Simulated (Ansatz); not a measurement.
**Silver, bcc under PBE: from relaxation to bulk modulus**

The plan for silver in the bcc structure: relax it, solve it on a dense k-mesh, switch on spin-orbit coupling, then scale the cell to 7 volumes from 88 to 112 % of the relaxed one and try a fit of the equation of state. The k-meshes are 14×14×14 for the relaxation; 22×22×22 for the dense run; 13×13×13 for spin-orbit coupling; 15×15×15 for the volumes.

This is Ag in the bcc structure; at room conditions it is fcc.

Computed with Ansatz 0.2.0 (DFT PBE, plane waves (420 eV) with PAW, scalar-relativistic, unless a step says otherwise).

## 1. The starting structure

Symmetry: Im-3m, No. 229, cubic system. The conventional cell has a = 3.243 Å, b = 3.243 Å, c = 3.243 Å, α = 90.00°, β = 90.00°, γ = 90.00°. Around Ag (site symmetry m-3m) lie 8 Ag at 2.81 Å.

Structure file:

```cif
data_structure
_symmetry_space_group_name_H-M 'Im-3m'
_symmetry_Int_Tables_number 229
_cell_length_a 3.2432
_cell_length_b 3.2432
_cell_length_c 3.2432
_cell_angle_alpha 90.000
_cell_angle_beta 90.000
_cell_angle_gamma 90.000
_cell_volume 34.11
loop_
_atom_site_label
_atom_site_type_symbol
_atom_site_symmetry_multiplicity
_atom_site_Wyckoff_symbol
_atom_site_fract_x
_atom_site_fract_y
_atom_site_fract_z
_atom_site_occupancy
Ag1 Ag 2 a 0.00000 0.00000 0.00000 1
```

## 2. Relaxation of the cell

Contents of input.yaml:

```yaml
crystal:
  lattice:
    - [-1.6216095446, 1.6216095446, 1.6216095446]
    - [1.6216095446, -1.6216095446, 1.6216095446]
    - [1.6216095446, 1.6216095446, -1.6216095446]
  atoms:
    - { symbol: Ag, position: [0.0, 0.0, 0.0] }
hamiltonian:
  xc: pbe
  pseudopotentials:
    kind: paw
    azcp:
      Ag: "pseudopotentials/Ag.paw.azcp"
basis:
  ecutwfc: 420
  fft_grid_basis: typed
kpoints:
  mp_grid: { grid: [14, 14, 14], shift: [0, 0, 0] }
magnetization:
  spin_polarized: false
scf:
  occupations: { method: fermi_dirac, width: 0.1 }
relax:
  max_steps: 60
  f_tol: 0.01
  cell: {}
```

Launch:

```console
> ansatz run input.yaml --threads 1 --pin off --max-ram 3584MiB --backend cpu --events-out ev --progress --plain --runs-dir out
```

The runs that follow: Dense single point; Spin-orbit coupling switched on; Volume × 0.88; Volume × 0.92; Volume × 0.96; Volume × 1.0; Volume × 1.04; Volume × 1.08; Volume × 1.12.

Before running it: what results should come out? Wanted: space group; conventional cell; volume; shortest distance; gap on the mesh; relative to fcc; V₀, B₀, B₀′.

The runs gave:

| quantity | value |
| --- | --- |
| space group (spins left aside) | Im-3m (No. 229) |
| conventional cell | a = 3.303 Å |
| volume | 18.023 Å³/atom |
| shortest distance | 2.861 Å |
| gap on the mesh | none (levels filled in part) |
| relative to fcc | +31 meV/atom |
| V₀, B₀, B₀′ | 17.974 Å³/atom, 89 GPa, 5.7 |

From the guessed start the volume grew by 5.7 % in 5 steps. Against the reference form of silver (fcc, computed apart with the same settings) it stands 31 meV/atom higher. Levels at the Fermi energy are filled in part, as in a metal. Totals with and without spin-orbit coupling (-2.4 eV/atom apart) can't be read as binding, since the two-component data shift the zero of energy. B₀ comes out at 89 GPa. Relaxation kept the symmetry; phonons were not checked.
